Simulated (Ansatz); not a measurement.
Crystal: TiC.

```
Ti C
1.0
     0.00000    2.16572    2.16572
     2.16572    0.00000    2.16572
     2.16572    2.16572    0.00000
Ti C
1 1
Direct
  0.00000 0.00000 0.00000
  0.50000 0.50000 0.50000
```

The cell is a database's computed one.

- Program: Ansatz 0.2.0
- Task: relaxation of cell and atoms
- Functional: HSE03
- Potentials or basis: Ansatz PAW
- Cutoff: 420 eV (not typed: the program's choice for these potentials)
- k mesh: 6 × 6 × 6
- Occupations: fermi-dirac, width 0.05 eV
- Spin: no spin polarisation

At the start: volume 10.16 Å³/atom.

Problem. How do energy, volume and symmetry change on relaxing?

Solution. It ends after 4 steps and the volume is 10.00 Å³/atom (-1.6 %); space group Fm-3m (No. 225, to 0.05 Å).

Step by step:
| step | energy change (eV) | largest force (eV/Å) | volume (Å³) |
| --- | --- | --- | --- |
| 1 | 0.0000 | 0.0000 | 20.32 |
| 2 | -0.0048 | 0.0000 | 20.01 |
| 3 | -0.0049 | 0.0000 | 19.99 |
| 4 | -0.0044 | 0.0000 | 19.99 |

Final structure:
```
Ti C
1.0
     0.00000    2.15415    2.15415
     2.15415    0.00000    2.15415
     2.15415    2.15415    0.00000
Ti C
1 1
Direct
  0.00000 0.00000 0.00000
  0.50000 0.50000 0.50000
```

Caveat: the k mesh is coarse (spacing up to 0.42 Å⁻¹), so the values aren't converged, least of all with exact exchange; the plane-wave basis is chosen anew once the cell has moved, so the energies of steps on either side of that aren't comparable; the PAW data sets come from PBE, with cores solved anew for the run's functional, which leaves a small shift of forces and pressure.
